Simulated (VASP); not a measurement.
# CuAu (P4/mmm) in VASP: a series of runs

One crystal, CuAu, is run at these levels: PBE; tasks: single point.

All numbers are computed with VASP 6.6.1; they aren't measurements. Logs are shortened: lines on timing, memory, paths and dates and some standing lists are left out, and cuts for length are marked.

**1. Starting point**

The structure is tetragonal, space group P4/mmm (No. 123). The conventional cell has a = 2.811 Å, b = 2.811 Å, c = 3.685 Å, α = 90.00°, β = 90.00°, γ = 90.00°. Au (site symmetry 4/mmm) is surrounded by 8 Cu at 2.71 Å and 4 Au at 2.81 Å. Around Cu (site symmetry 4/mmm) lie 8 Au at 2.71 Å and 4 Cu at 2.81 Å.

**2. Single point, PBE**

The input, INCAR:

```
SYSTEM = CuAu
ADDGRID  = .FALSE.      
ALGO     = Normal         ! electronic algorithm
EDIFF    = 1E-6           ! SCF threshold, eV
ENCUT    = 650            ! plane-wave cutoff, eV
GGA      = PE             ! functional
ISIF     = 2              ! what is computed and relaxed
ISMEAR   = 1              ! smearing method
LASPH    = .TRUE.         ! aspherical terms in the spheres
LCHARG   = .FALSE.        ! write CHGCAR
LREAL    = .FALSE.        ! projectors in reciprocal space
LWAVE    = .FALSE.        ! write WAVECAR
NBANDS   = 18             ! bands
NELM     = 100            ! most SCF steps
PREC     = Accurate       ! precision mode
SIGMA    = 0.2            ! smearing width, eV
```

The input, KPOINTS:

```
k-points
0
G
  5 5 4
  0 0 0
```

The input, POSCAR:

```
CuAu
1.0
    2.8107494552      0.0000000000      0.0000000000
    0.0000000000      2.8107494552      0.0000000000
    0.0000000000      0.0000000000      3.6850000000
Au Cu
1 1
Direct
    0.0000000000      0.0000000000      0.0000000000
    0.5000000000      0.5000000000      0.5000000000
```

Potentials or basis: VASP PAW PBE potentials, release 64 (Au, Cu).

The run is started by

```console
$ cat potpaw_PBE.64/Au/POTCAR potpaw_PBE.64/Cu/POTCAR > POTCAR
$ mpirun -np 1 vasp_std > vasp.out
```

OUTCAR:

```text
SYSTEM = CuAu
   EDIFF = 1E-6
   ENCUT = 650
   GGA = PE
   ISIF = 2
   ISMEAR = 1
   LASPH = .TRUE.
   LREAL = .FALSE.
   NELM = 100
   PREC = Accurate

 Found     18 irreducible k-points:

 Following reciprocal coordinates:
            Coordinates               Weight
  0.000000  0.000000  0.000000      1.000000
  0.200000  0.000000  0.000000      4.000000
  0.400000  0.000000  0.000000      4.000000
  0.200000  0.200000  0.000000      4.000000
  0.400000  0.200000  0.000000      8.000000
  0.400000  0.400000  0.000000      4.000000
   k-points           NKPTS =     18   k-points in BZ     NKDIM =     18   number of bands    NBANDS=     18
   number of dos      NEDOS =    301   number of ions     NIONS =      2
   total plane-waves  NPLWV =  18432
   dimension x,y,z NGX =    24 NGY =   24 NGZ =   32
   dimension x,y,z NGXF=    48 NGYF=   48 NGZF=   64
   ions per type =               1   1
   NGX,Y,Z   is equivalent  to a cutoff of  14.20, 14.20, 14.44 a.u.
   NGXF,Y,Z  is equivalent  to a cutoff of  28.39, 28.39, 28.87 a.u.
 SYSTEM =  CuAu
   PREC   = accura    normal or accurate (medium, high low for compatibility)
   ISTART =      0    job   : 0-new  1-cont  2-samecut
   ICHARG =      2    charge: 1-file 2-atom 10-const
   ISPIN  =      1    spin polarized calculation?
   LNONCOLLINEAR =      F non collinear calculations
   LSORBIT =      F    spin-orbit coupling
   LASPH  =      T    aspherical Exc in radial PAW
   ENCUT  =  650.0 eV  47.77 Ry    6.91 a.u.   5.84  5.84  7.66*2*pi/ulx,y,z
   NELM   =    100;   NELMIN=  2; NELMDL= -5     # of ELM steps
   EDIFF  = 0.1E-05   stopping-criterion for ELM
   LREAL  =      F    real-space projection
   EDIFFG = 0.1E-04   stopping-criterion for IOM
   NSW    =      0    number of steps for IOM
   IBRION =     -1    ionic relax: 0-MD 1-quasi-New 2-CG
   NFREE  =      0    steps in history (QN), initial steepest desc. (CG)
   ISIF   =      2    stress and relaxation
   ISYM   =      2    0-nonsym 1-usesym 2-fastsym
   POTIM  = 0.5000    time-step for ionic-motion
   TEBEG  =    0.0;   TEEND  =   0.0 temperature during run
   PSTRESS=    0.0 pullay stress
   NELECT =      22.0000    total number of electrons
   NUPDOWN=      -1.0000    fix difference up-down
   EMIN   =  10.00;   EMAX   =-10.00  energy-range for DOS
   EFERMI =   0.00;   METHOD = LEGACY
   ISMEAR =     1;   SIGMA  =   0.20  broadening in eV -4-tet -1-fermi 0-gaus
   EFERMI_NEDOS =   21; number of points for ismear=-14 and -15
   IALGO  =     38    algorithm
   IMIX   =      4    mixing-type and parameters
     AMIX     =   0.40;   BMIX     =  1.00
     AMIX_MAG =   1.60;   BMIX_MAG =  1.00
  volume/ion in A,a.u.               =      14.56        98.23
  Fermi-wavevector in a.u.,A,eV,Ry     =   1.491152  2.817868 30.253005  2.223533
  Thomas-Fermi vector in A             =   2.603843
   LORBIT       =      0    0 simple, 1 ext, 2 COOP (PROOUT), +10 PAW based schemes
   GGA     = PE    functional components
   LHFCALC =     F    Hartree Fock is set to
   AEXX    =    0.0000 exact exchange contribution
   IVDW    =     0    specifies the selected vdW correction
   LEPSILON=     F    determine dielectric tensor
   LRPA    =     F    only Hartree local field effects (RPA)
 non-spin polarized calculation
 Methfessel and Paxton  Order N= 1 SIGMA  =   0.20
  energy-cutoff  :      650.00
  volume of cell :       29.11
 maximum number of plane-waves:      1108
 NGX is ok and might be reduce to    24
   NGX = 11   NGY = 11   NGZ = 15

 number of electron      22.0000008 magnetization

 Free energy of the ion-electron system (eV)
  ---------------------------------------------------
  ext. energy  EPLUGINS =         0.00000000
  ---------------------------------------------------
  free energy    TOTEN  =        -7.14940579 eV

  energy without entropy =       -7.14754037  energy(sigma->0) =       -7.14878399

 E-fermi :   9.0698     XC(G=0): -12.6628

 val. band max:        9.0307225748   @ k =   0.4000   0.2000   0.5000
 cond. band min:       9.3160463534   @ k =   0.4000   0.4000   0.2500
 fundamental gap:      0.2853237786
 Fermi energy:         9.0698195733

 k-point     1 :       0.0000    0.0000    0.0000
  band No.  band energies     occupation
      1      -1.0315      2.00000
      2       2.1615      2.00000
      3       2.2899      2.00000
      4       4.6782      2.00000
      5       4.6782      2.00000
      6       5.7540      2.00000
      7       5.8824      2.00000
      8       6.5821      2.00000
      9       7.0235      2.00000
     10       7.2526      2.00000
     11       7.2526      2.00000
     12      10.8373     -0.00000
     13      16.7564      0.00000
     14      18.7581      0.00000
     15      18.7581      0.00000
     16      25.4456      0.00000
     17      25.5525      0.00000
     18      26.1416      0.00000

 k-point     2 :       0.2000    0.0000    0.0000
  band No.  band energies     occupation
      1      -0.1483      2.00000
      2       2.4869      2.00000
      3       2.9113      2.00000
      4       4.1611      2.00000
      5       4.8864      2.00000
      6       5.3892      2.00000
      7       5.9724      2.00000
      8       6.3805      2.00000
      9       6.5977      2.00000
     10       6.7069      2.00000
     11       7.0655      2.00000
     12      12.9462     -0.00000
     13      14.3274      0.00000
     14      17.2690      0.00000
     15      20.2502      0.00000
     16      24.1151      0.00000
     17      25.7223      0.00000
     18      27.5643      0.00000

 k-point     3 :       0.4000    0.0000    0.0000
  band No.  band energies     occupation
      1       1.6755      2.00000
      2       3.1417      2.00000
      3       3.3412      2.00000
      4       4.1125      2.00000
      5       4.7806      2.00000
      6       5.3480      2.00000
      7       5.7645      2.00000
      8       5.8050      2.00000
      9       6.3547      2.00000
     10       6.6374      2.00000
     11       7.2395      2.00000
     12       9.8324     -0.00000
     13      16.7506      0.00000
     14      17.7498      0.00000
     15      20.9605      0.00000
     16      21.6817      0.00000
     17      23.8390      0.00000
     18      25.2600      0.00000

 k-point     4 :       0.2000    0.2000    0.0000
  band No.  band energies     occupation
      1       0.7002      2.00000
      2       3.0608      2.00000
      3       3.1919      2.00000
      4       4.0149      2.00000
      5       4.3321      2.00000
      6       4.8920      2.00000
      7       6.1698      2.00000
      8       6.1984      2.00000
      9       6.4897      2.00000
     10       6.6644      2.00000
     11       7.2858      2.00000
     12      14.3636      0.00000
     13      15.3273      0.00000
     14      15.3378      0.00000
     15      18.0754      0.00000
     16      25.9932      0.00000
     17      26.0250      0.00000
     18      26.5589      0.00000

 k-point     5 :       0.4000    0.2000    0.0000
  band No.  band energies     occupation
      1       2.3243      2.00000
      2       3.2277      2.00000
      3       3.2372      2.00000
      4       3.7112      2.00000
      5       4.1023      2.00000
      6       5.4069      2.00000
      7       6.3608      2.00000
      8       6.5017      2.00000
      9       6.5400      2.00000
     10       7.0354      2.00000
     11       7.1864      2.00000
     12      10.4721     -0.00000
     13      17.4314      0.00000
     14      17.5929      0.00000
     15      19.0315      0.00000
     16      21.5651      0.00000
     17      21.6597      0.00000
     18      22.9658      0.00000

 k-point     6 :       0.4000    0.4000    0.0000
  band No.  band energies     occupation
      1       1.9112      2.00000
      2       3.0700      2.00000
      3       3.1022      2.00000
      4       3.1038      2.00000
      5       5.9659      2.00000
      6       6.7378      2.00000
      7       6.9126      2.00000
      8       6.9594      2.00000
      9       7.0853      2.00000
     10       7.3390      2.00000
     11       7.4399      2.00000
     12      10.7461     -0.00000
     13      14.5787      0.00000
     14      17.5341      0.00000
     15      18.8195      0.00000
     16      19.6934      0.00000
     17      21.1658      0.00000
     18      21.6667      0.00000

 [... further k-points ...]

------------------------ aborting loop because EDIFF is reached ----------------------------------------

  FORCE on cell =-STRESS in cart. coord.  units (eV):
  Direction    XX          YY          ZZ          XY          YZ          ZX
  --------------------------------------------------------------------------------------
  -------------------------------------------------------------------------------------
  Total        0.8083318      0.8083318      0.6693388      0.0000000      0.0000000     -0.0000000
  in kB       44.4855001     44.4855001     36.8362002      0.0000000      0.0000000     -0.0000000
  external PRESSURE =      41.9357335 kB  Pullay stress =       0.0000000 kB

 VOLUME and BASIS-vectors are now :
 -----------------------------------------------------------------------------
  energy-cutoff  :      650.00
  volume of cell :       29.11
      direct lattice vectors                 reciprocal lattice vectors
     2.810749455  0.000000000  0.000000000     0.355776997  0.000000000  0.000000000
     0.000000000  2.810749455  0.000000000     0.000000000  0.355776997  0.000000000
     0.000000000  0.000000000  3.685000000     0.000000000  0.000000000  0.271370421

 POSITION                                       TOTAL-FORCE (eV/Angst)
 -----------------------------------------------------------------------------------
      0.00000      0.00000      0.00000         0.000000      0.000000      0.000000
      1.40537      1.40537      1.84250         0.000000      0.000000      0.000000
 -----------------------------------------------------------------------------------
    total drift:                                0.000000      0.000000     -0.000000

  FREE ENERGIE OF THE ION-ELECTRON SYSTEM (eV)
  ---------------------------------------------------
  free  energy   TOTEN  =        -7.1494057930 eV

  energy  without entropy=       -7.1475403737  energy(sigma->0) =       -7.14878399
```

Run time: 12 s. Hardware: 1 thread of Intel Xeon Platinum 8375C at 2.90GHz (Ice Lake), shared host; peak memory 0.15 GiB.

These settings aren't checked as converged: the numbers below hold their error.

What came out:

```
Free energy            : -7.1494 eV
Pressure               : 4.2 GPa
Band gap on the k mesh : none (metal or under the smearing width)
```

Caveat: the k mesh is coarse (spacing up to 0.45 Å⁻¹), so the values aren't converged.

**3. Single point, PBE**

INCAR is that of step 2.

KPOINTS is that of step 2.

The input, POSCAR:

```
CuAu
1.0
    2.8107494552      0.0000000000      0.0000000000
    0.0000000000      2.8107494552      0.0000000000
    0.0000000000      0.0000000000      3.6850000000
Au Cu
1 1
Direct
    0.0257070000      0.0114430000     -0.0258500000
    0.4994280000      0.4658820000      0.5068750000
```

Potentials or basis: VASP PAW PBE potentials, release 64 (Au, Cu).

The run is started by

```console
$ cat potpaw_PBE.64/Au/POTCAR potpaw_PBE.64/Cu/POTCAR > POTCAR
$ mpirun -np 1 vasp_std > vasp.out
```

Wall time 20 s (1 thread of Intel Xeon Platinum 8375C at 2.90GHz (Ice Lake), shared host); peak memory 0.18 GiB.

The run converged, but some of its settings lie outside the range that counts as converged, so its numbers aren't taken as properties of the crystal.

What came out:

| Quantity | Value |
| --- | --- |
| Free energy | -7.0556 eV |
| Pressure | 6.5 GPa |
| Largest force | 1.083 eV/Å |
| Band gap on the k mesh | none (metal or under the smearing width) |

Caveat: the k mesh is coarse (spacing up to 0.45 Å⁻¹), so the values aren't converged.

**4. Single point, PBE**

Changes to INCAR since step 3:

```diff
@@ -4,3 +4,3 @@
 EDIFF    = 1E-6           ! SCF threshold, eV
-ENCUT    = 650            ! plane-wave cutoff, eV
+ENCUT    = 400            ! plane-wave cutoff, eV
 GGA      = PE             ! functional
```

The input, KPOINTS:

```
k-points
0
G
  7 7 5
  0 0 0
```

The input, POSCAR:

```
CuAu
1.0
    2.8107494552      0.0000000000      0.0000000000
    0.0000000000      2.8107494552      0.0000000000
    0.0000000000      0.0000000000      3.6850000000
Au Cu
1 1
Direct
    0.0000000000      0.0000000000      0.0000000000
    0.5000000000      0.5000000000      0.5000000000
```

The run is started by

```console
$ cat potpaw_PBE.64/Au/POTCAR potpaw_PBE.64/Cu/POTCAR > POTCAR
$ mpirun -np 1 vasp_std > vasp.out
```

Wall time 8.4 s (1 thread of Intel Xeon Platinum 8375C at 2.90GHz (Ice Lake), shared host); peak memory 0.12 GiB.

The run converged, but some of its settings lie outside the range that counts as converged, so its numbers aren't taken as properties of the crystal.

What came out:

```
Free energy            : -7.0821 eV
Pressure               : 4.0 GPa
Band gap on the k mesh : none (metal or under the smearing width)
```

**5. Single point, PBE**

INCAR is that of step 4.

KPOINTS is that of step 4.

The input, POSCAR:

```
CuAu
1.0
    2.8107494552      0.0000000000      0.0000000000
    0.0000000000      2.8107494552      0.0000000000
    0.0000000000      0.0000000000      3.6850000000
Au Cu
1 1
Direct
    0.0257070000      0.0114430000     -0.0258500000
    0.4994280000      0.4658820000      0.5068750000
```

The run is started by

```console
$ cat potpaw_PBE.64/Au/POTCAR potpaw_PBE.64/Cu/POTCAR > POTCAR
$ mpirun -np 1 vasp_std > vasp.out
```

Run time: 23 s. Hardware: 1 thread of Intel Xeon Platinum 8375C at 2.90GHz (Ice Lake), shared host; peak memory 0.15 GiB.

These settings aren't checked as converged: the numbers below hold their error.

Results:

* Free energy: -6.9876 eV
* Pressure: 6.3 GPa
* Largest force: 1.093 eV/Å
* Band gap on the k mesh: none (metal or under the smearing width)

**6. The reference run**

An earlier run on the cell as given: functional PBEsol; potentials or basis VASP PAW PBE potentials, release 64 (Au, Cu); cutoff 520 eV; k mesh 9 × 9 × 7; occupations fermi-dirac, width 0.05 eV; no spin polarisation.

* Pressure: -3.9 GPa
* Band gap on the k mesh: none (metal or under the smearing width)
